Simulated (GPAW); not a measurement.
## In: single point with LDA

Crystal: In.

```
In
1.0
    -1.62547    1.62547    2.47370
     1.62547   -1.62547    2.47370
     1.62547    1.62547   -2.47370
In
1
Cartesian
  0.0000 0.0000 0.0000
```

```json
{
  "Program": "GPAW 26.7.0",
  "Task": "single point",
  "Functional": "LDA",
  "Potentials or basis": "JTH PAW 2.0, LDA",
  "Cutoff": "600 eV",
  "Basis": "pw",
  "k mesh": "11 × 11 × 11",
  "Occupations": "fermi-dirac, width 0.05 eV",
  "Spin": "no spin polarisation"
}
```

The pressure is -2.6 GPa. The band gap on the k mesh is none (metal or under the smearing width).

Levels at points of the mesh, in eV from the Fermi level:
| k point | band 4 | band 5 | band 6 | band 7 | band 8 | band 9 |
| --- | --- | --- | --- | --- | --- | --- |
| (0.00, 0.00, 0.00) | -14.34 | -14.23 | -9.60 | 10.39 | 10.39 | 10.55 |

Run time: 42 s on 1 thread of Intel(R) Xeon(R) Processor @ 2.50GHz (Skylake/Cascade Lake), with other jobs on the host, peak memory 0.17 GiB.

Caveat: the program truncates these outside data sets.
